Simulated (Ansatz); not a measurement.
# Si: the cost of one run

Program: Ansatz 0.2.0. Level of theory: DFT PBEsol, frozen-core PAW and all-electron LAPW, scalar-relativistic unless said. These are calculated values, not measurements.

## Step 1: The starting structure

It takes space group I4_1/amd (No. 141, tetragonal). Conventional cell: a = 4.743 Å, b = 4.743 Å, c = 2.659 Å, α = 90.00°, β = 90.00°, γ = 90.00°. Si (site symmetry -4m2) is surrounded by 6 Si at 2.46 to 2.66 Å.

As a file:

```cif
data_structure
_symmetry_space_group_name_H-M 'P 1'
_symmetry_Int_Tables_number 1
_cell_length_a 3.6075
_cell_length_b 3.6075
_cell_length_c 3.6075
_cell_angle_alpha 97.803
_cell_angle_beta 97.803
_cell_angle_gamma 136.757
_cell_volume 29.90
loop_
_atom_site_label
_atom_site_type_symbol
_atom_site_fract_x
_atom_site_fract_y
_atom_site_fract_z
_atom_site_occupancy
Si1 Si 0.25000 0.75000 0.50000 1
Si2 Si 0.50000 0.50000 0.00000 1
```

Cartesian axes are those of the input's lattice vectors. The structure goes back to a database entry.

## Step 2: Cell and atoms relaxed, PAW

Input file input.yaml:

```yaml
crystal:
  lattice:
    - [-2.3713723045, 2.3713723045, 1.3292653899]
    - [2.3713723045, -2.3713723045, 1.3292653899]
    - [2.3713723045, 2.3713723045, -1.3292653899]
  atoms:
    - { symbol: Si, position: [0.25, 0.75, 0.5] }
    - { symbol: Si, position: [0.5, 0.5, 0.0] }
kpoints:
  mp_grid: { grid: [16, 16, 16] }
scf:
  occupations: { method: fermi_dirac, width: 0.08 }
hamiltonian:
  xc: pbesol
  pseudopotentials: { kind: paw }
relax:
  f_tol: 0.002
  max_steps: 80
  cell: {}
output:
  forces: true
  stress: true
  write_density: true
  write_potential: true
  elf: true
  volumetric_format: npy
```

Run with:

```bash
ansatz run input.yaml --threads 1 --pin off --max-ram 3072MiB --backend cpu --events-out ev --progress --plain --runs-dir out
```

Q: Estimate wall time and peak memory on 1 thread of Arm Neoverse V2, shared host.

About 26 s, with a peak of 0.39 GiB.
